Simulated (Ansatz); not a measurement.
CH4 on a (001) slab of Ru (P6_3/mmc (No. 194)), 4 planes, outer planes Ru (top) and Ru (bottom), 1 a cell of 25.2 Å², relaxed and still whole (its atoms last):

```xyz
21
Lattice="5.3952 0.0000 0.0000 -2.6976 4.6724 0.0000 0.0000 0.0000 26.0336" Properties=species:S:1:pos:R:3 pbc="T T T"
Ru    1.3488    0.7787    8.0000
Ru    0.0000    3.1149    8.0000
Ru    4.0464    0.7787    8.0000
Ru    2.6976    3.1149    8.0000
Ru    0.0000    1.5575   10.1329
Ru   -1.3488    3.8936   10.1329
Ru    2.6976    1.5575   10.1329
Ru    1.3488    3.8936   10.1329
Ru    1.3512    0.7771   12.2825
Ru    0.0001    3.1174   12.2820
Ru    4.0440    0.7766   12.2816
Ru    2.6975    3.1147   12.2715
Ru    0.0011    1.5571   14.3536
Ru   -1.3495    3.8933   14.3440
Ru    2.6963    1.5590   14.3436
Ru    1.3506    3.8907   14.3445
C    -0.2695    1.6445   17.7227
H    -1.2352    1.2886   17.3467
H     0.4835    1.5765   16.9197
H    -0.3568    2.6905   18.0358
H     0.0565    1.0176   18.5610
```

Method: Ansatz, DFT PBE+D3(BJ), scalar-relativistic, plane waves, PAW. Plane waves to 420 eV, a k mesh through Γ of 4×4×1 on the computed 21-atom cell and Gaussian smearing (0.10 eV); no spin polarisation. A dipole correction removes the field between periodic images along c.

It binds with 0.21 eV a molecule against the clean slab and the free molecule (no zero-point or thermal terms); its shortest contact is H–Ru 2.61 Å. Take first-order desorption with no barrier to adsorption, no reaction on the face and an assumed prefactor of 10^13 s⁻¹.

Problem. How long does a molecule stay at 400 K?

Solution. τ = ν⁻¹·exp(E/k_BT) with k_BT = 0.0345 eV: E/k_BT = 6.1, so τ ≈ 4×10^-11 s. At about one hit a site a second (10⁻⁶ mbar) the coverage is near τ × 1 s⁻¹, so a layer needs more than atmospheric pressure.

Problem. Where does its peak lie in a desorption experiment heated at 5 K/s?

Solution. The peak obeys E/(k_B·T_p²) = (ν/β)·exp(−E/k_BT_p). Solving gives T_p ≈ 83 K (E/k_BT_p = 29.4). An error of 0.1 eV in E moves it by about 40 K, and larger molecules have larger prefactors, which lowers it.

Problem. Is this physisorption or chemisorption?

Solution. The tightest contact, H–Ru 2.61 Å, is 1.48 times the sum of covalent radii, and deformation and lateral interaction add up to -0.01 eV; about 0.02 e cross the plane between them. This is physisorption.